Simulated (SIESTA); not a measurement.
**MoS2 under changes of volume**

One of the cells (17.864 Å³/atom); the others are scaled copies at fixed shape and fractional positions:

```
Mo S
1.0
     3.16900    0.00000    0.00000
    -1.58450    2.74443    0.00000
     0.00000    0.00000   12.32400
Mo S
2 4
Direct
  0.66667 0.33333 0.75000
  0.33333 0.66667 0.25000
  0.66667 0.33333 0.37700
  0.33333 0.66667 0.87700
  0.66667 0.33333 0.12300
  0.33333 0.66667 0.62300
```

```yaml
Program: SIESTA 5.4.2
Functional: LDA
Potentials_or_basis: PseudoDojo 0.4 standard (LDA files)
Basis: DZP (energy shift 0.003 Ry; two zetas on semicore shells)
Grid_cutoff: 800 Ry
Energy_shift: 0.003 Ry
k_mesh: 8 × 8 × 2
Occupations: fermi-dirac, width 0.05 eV
Spin: no spin polarisation
```

```tsv
volume (Å³/atom)	energy over the lowest point (meV/atom)	pressure (GPa)	gap on the mesh (eV)	largest force (eV/Å)
16.792	?	?	?	?
17.149	4.64	3.9	0.94	0.659
17.507	0.00	0.4	0.95	0.284
17.864	2.87	-2.8	0.96	0.063
18.221	12.45	-5.7	0.97	0.384
18.578	28.05	-8.2	0.98	0.680
18.936	49.06	-10.5	0.99	0.952
```

Question: What does the run at 16.792 Å³/atom give?

Answer: Energy over the lowest point 17.63 meV/atom; pressure 7.8 GPa; gap on the mesh 0.92 eV; largest force 1.065 eV/Å.

Worked out: A Birch-Murnaghan fit of order 3 (a polynomial in V^(-2/3)) to the other rows has its minimum at 17.54 Å³/atom with B0 = V·E''(V) = 163 GPa and B' = 4.5 at fixed shape and positions, which overstates the stiffness. It gives 17.68 meV/atom at 16.792 Å³/atom, against the run's 17.63, and -dE/dV = 7.9 GPa, against 7.8. A straight line through the other rows of the gap, of slope 0.505 eV per unit of ln V, extrapolates to 0.93 eV, against the run's 0.92.

Energies are extrapolated to zero smearing.

Caveats: the basis of atomic orbitals isn't converged, which shifts pressures, moduli and gaps; forces of over 1 eV/Å show positions far from the minimum, so gaps and moduli don't describe the material at rest (some runs).

A mesh can miss the band edges. Spin-orbit coupling on Mo is left out.
